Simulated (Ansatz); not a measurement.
Work and stress of cleavage in Ge

Computed with DFT PBEsol, scalar-relativistic, plane waves, PAW (Ansatz 0.2.0). Cutoff 420 eV, Γ-centred 12×12×5 k-points, Gaussian smearing of 0.15 eV. No spin polarisation. Energies are free energies at this smearing, counted from the undisturbed cell; pressure is positive in compression.

The undisturbed cell (relaxed at this level; this form isn't the usual structure):

```yaml
crystal:
  lattice:
    - [-2.61207, -2.85111, 0.00000]
    - [2.61207, -2.85111, 0.00000]
    - [0.00000, 0.00000, 9.87338]
  atoms:
    - { symbol: Ge, position: [0.00000, 0.00000, 0.38817] }
    - { symbol: Ge, position: [0.50000, 0.50000, 0.88817] }
    - { symbol: Ge, position: [0.00000, 0.00000, 0.83553] }
    - { symbol: Ge, position: [0.50000, 0.50000, 0.33553] }
    - { symbol: Ge, position: [0.22726, 0.22726, 0.11185] }
    - { symbol: Ge, position: [0.72726, 0.72726, 0.61185] }
    - { symbol: Ge, position: [0.77274, 0.77274, 0.11185] }
    - { symbol: Ge, position: [0.27274, 0.27274, 0.61185] }
```

The cut lies on the cell's a–b face, a (0 0 1) plane (indices in the standard cell, whose axes needn't be the Cartesian ones shown) of area 14.89 Å², between layers 2.21 Å apart. Vector c is lengthened by d along the normal with the atoms' Cartesian places fixed: one unrelaxed cut a cell. The traction is positive where the two halves pull on each other.

```
d (Å) energy (J/m²) traction (GPa)
-0.30           0.33          -25.12
 0.00           0.00           -0.22
 0.25           0.11            7.48
 0.50           0.33            9.37
 1.00           0.76            7.35
 2.00           1.21            2.24
 3.00           1.32            0.38
 6.00           1.34            0.00
```

Question: What are the work of separation and the cleavage stress, and do they fit the universal binding curve?

Answer: The energy levels off near W ≈ 1.34 J/m² (the traction is down to 0.00 GPa), the energy of the two unrelaxed faces, 0.67 J/m² each on average. The largest sampled traction is 9.37 GPa at d = 0.50 Å, and a parabola through it and its two neighbours peaks at σ_max ≈ 9.59 GPa, d ≈ 0.62 Å. The curve E = W[1 − (1 + d/ℓ)exp(−d/ℓ)] peaks in traction at d = ℓ with σ_max = W/(eℓ); with 1 J/m² per Å = 10 GPa this W and σ_max give ℓ = 0.51 Å. A parabola through that curve at the same three d peaks at 0.60 Å, against 0.62 Å here, a fair fit. Real crystals break at far lower stress, because cracks concentrate it, and on the plane of lowest W, which needn't be this one.

The cut is rigid; relaxing the faces lowers these energies and usually the stresses.

In a metal these slopes depend on the k mesh and the smearing.

Cost: 8 runs of about 16 core-minutes in all, on Arm Neoverse V2 (shared hosts).